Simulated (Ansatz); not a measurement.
Ansatz input

```yaml
crystal:
  lattice:
    - [-1.731005482, 1.7659364492, 2.7419204751]
    - [1.7659364492, -1.731005482, 2.7419204751]
    - [1.73348814, 1.73348814, -2.7189673121]
  atoms:
    - { symbol: In, position: [0.0, 0.0, 0.0] }
hamiltonian:
  xc: blyp
  pseudopotentials:
    kind: paw
    azcp:
      In: "pseudopotentials/In.paw.azcp"
basis:
  ecutwfc: 420
  fft_grid_basis: typed
kpoints:
  mp_grid: { grid: [18, 18, 21], shift: [0, 0, 0] }
magnetization:
  spin_polarized: false
scf:
  occupations: { method: fermi_dirac, width: 0.1 }
output:
  stress: true
```

Output

```
Engine: ansatz 0.2.0, x86_64-unknown-linux-gnu
Pseudopotentials: kind: paw
Pseudopotential: In, paw, valence charge 13, recommended cutoff 420 eV (normal) 
Functional definition: BLYP
  parameter beta = 0.0042
  parameter a = 0.04918
  parameter b = 0.132
  parameter c = 0.2533
  parameter d = 0.349
  exchange = b88_x(beta = beta)
  correlation = lyp_c(a = a, b = b, c = c, d = d)
Crystal: 1 atoms, lattice volume = 33.575 Å³
Basis set: ecut = 420 eV, 659 PW (Γ), exchange–correlation on 50×50×50 points (8 copies of the dense FFT grid, shifted against one another)
Bands: 11, of which v1, the nominal top of the filled ones, is band 7 counted from 1 (6 counted from 0)
Symmetry: 4 space group operations
Space group: C2/m (ITA 12), of the structure as read, at distance tolerance 3.2e-5 Å
k-points: 1801 of 6804
Non-local potential: In, projectors of the file, l = 0: 2, l = 1: 2, l = 2: 2, l = 3: 2
PAW form: soft (Blöchl's): semilocal exchange-correlation on the pseudo side does not see the compensation charge
PAW frozen core: In, regenerated for the run's functional, and the local potential with it (the file was generated under x = pbe(κ = 0.804, μ = 0.2195149727645171), c = pbe(β = 0.06672455060314922))
PAW one-centre angular grid: In, 590 points (default); XC on 64 Gauss nodes
Initial density: superposition of atomic densities (neutral atoms: chi_scale 0, normalization atom), corrected by the library's trained network
Initial wavefunctions: pseudopotential atomic-orbital guess
Functional: x = b88, c = lyp
SCF iter   1: F=—  HF=-5613.805664 eV  |F-HF|=—  |Δ(HF+E_count)|=         —  Δρ=5.60e-3  dr2=8.12e-3  ethr=1.77e-3  ⟨swp⟩=5.0  Hψ=118006  notcnv=0
SCF iter   2: F=—  HF=-5613.805350 eV  |F-HF|=—  |Δ(HF+E_count)|=   3.14e-4  Δρ=3.57e-3  dr2=3.66e-3  ethr=6.25e-5  ⟨swp⟩=1.0  Hψ=34219  notcnv=0
SCF iter   3: F=—  HF=-5613.805948 eV  |F-HF|=—  |Δ(HF+E_count)|=   5.98e-4  Δρ=1.10e-3  dr2=4.50e-4  ethr=2.81e-5  ⟨swp⟩=2.1  Hψ=31361  notcnv=0
SCF iter   4: F=—  HF=-5613.805863 eV  |F-HF|=—  |Δ(HF+E_count)|=   8.48e-5  Δρ=3.55e-4  dr2=5.76e-5  ethr=3.46e-6  ⟨swp⟩=2.0  Hψ=30371  notcnv=0
SCF iter   5: F=—  HF=-5613.805895 eV  |F-HF|=—  |Δ(HF+E_count)|=   3.16e-5  Δρ=1.64e-4  dr2=7.20e-6  ethr=4.43e-7  ⟨swp⟩=2.9  Hψ=30622  notcnv=0
SCF iter   6: F=—  HF=-5613.805895 eV  |F-HF|=—  |Δ(HF+E_count)|=   1.36e-7  Δρ=3.00e-5  dr2=4.30e-7  ethr=5.54e-8  ⟨swp⟩=2.0  Hψ=31211  notcnv=0
SCF iter   7: F=-5613.805896 eV  HF=-5613.805896 eV  |F-HF|=1.41e-8  |Δ(HF+E_count)|=   5.53e-7  Δρ=4.38e-6  dr2=5.40e-9  ethr=7.69e-10  ⟨swp⟩=4.9  Hψ=60130  notcnv=0
SCF 1 converged in 7 iterations: F = -5613.805896 eV  dr2 = 5.40e-9
SCF converged after 7 iterations
Free energy (F): -5613.805896 eV
Harris-Foulkes:  -5613.805896 eV  (|F-HF|=1.41e-8)
Internal energy: -5613.785520 eV  (E = F + TS)
E sigma→0 (E₀):  -5613.795708 eV
Entropy (-TS):   -0.020376 eV (-20.376 meV/atom)
Fermi energy:    7.573707 eV
--- Per-component energies (eV) ---
  E_band       = -56.275088
  E_kinetic    = 239.791171
  E_local      = -1223.974824  (includes V_loc(G=0)·N_el)
  E_nonlocal   = 363.970913
  E_hartree    = 477.687919
  E_xc         = -213.257170
  E_vxc        = -97.207139  (∫ρ·V_xc dr)
  E_paw        = -4168.771098  (= ΣΔE_a)
  E_vpaw       = -294.232391  (= ΣTr[D̂ρ^β])
  E_aug_tail   = 0.000026  (compensation charges beyond the density's cutoff)
  E_ewald      = -1089.043326
  E_core_change = -0.189132  (= ΣΔE_core)
  E_smearing   = -0.020376  (= −TS)
  E_closure    = -0.000000  (closes the sum)
  Σ components = -5613.805896   (vs F -5613.805896, Δ=0.00e0)
--- Stress (GPa, compression-positive) ---
       -1.419514      -0.018550       0.011853
       -0.018550      -1.419514       0.011853
        0.011853       0.011853      -1.367422
  P = ⅓ Tr σ = -1.4021 GPa (-14.021 kbar)
```
